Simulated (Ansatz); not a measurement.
Method: DFT PBE, scalar-relativistic, plane waves, PAW (Ansatz 0.2.0). Settings: cutoff 420 eV, Γ-centred meshes spaced at most about 0.3 Å⁻¹, and about 0.25 Å⁻¹ or finer for metals (2π included), Gaussian smearing. No spin polarisation in the final relaxations.

Temperature and zero-point effects are left out.

Two relaxed structures of HfB2:

1.

```xyz
6
Lattice="4.9766 0.0000 0.0000 0.0000 4.9766 0.0000 0.0000 0.0000 4.1275" Properties=species:S:1:pos:R:3 pbc="T T T"
Hf    2.4883    2.4883    2.0638
Hf    0.0000    0.0000    0.0000
B     0.8528    0.8528    2.0638
B     4.1238    4.1238    2.0638
B     4.1238    0.8528    2.0638
B     0.8528    4.1238    2.0638
```

2.

```xyz
6
Lattice="4.5917 0.0000 0.0000 -2.2959 3.9765 0.0000 0.0000 0.0000 4.1793" Properties=species:S:1:pos:R:3 pbc="T T T"
Hf    0.0000    2.6510    0.0000
Hf    2.2959    1.3255    0.0000
B     2.2959    0.0000    2.0897
B    -1.1479    1.9883    2.0897
B     1.1479    1.9883    2.0897
B     0.0000    0.0000    0.0000
```

Task: Which is lower in energy, and by how much?

Result: Cell 1 is lower, by 18 meV/atom. Cell 1 has space group P4/mmm (No. 123), 17.0 Å³/atom and no gap on its mesh; cell 2 has space group P6/mmm (No. 191), 12.7 Å³/atom and no gap. Counting B atoms around Hf (those within 1.25 times the shortest such distance or 1.15 times the sum of covalent radii, 1.27 where that leaves under three; a slash parts the counts of unlike sites), cell 1 has Hf 4/8 and cell 2 has Hf 9. Cell 1 holds B–B units of three or more atoms (shortest 1.71 Å); in cell 2 the shortest B–B distance is 2.30 Å. The lower one is the more open, so pressure narrows the difference. Even the lower one lies +0.80 eV/atom against the reference forms of the elements (uncorrected), so neither is stable at this level. Both come from invented guesses. A third cell relaxed alike, in P6/mmm (a cell as deposited in COD), lies 1.81 eV/atom below the lower of the two.

These runs have no spin–orbit coupling, which can matter for Hf. Cells relaxed within their symmetry can be saddle points.
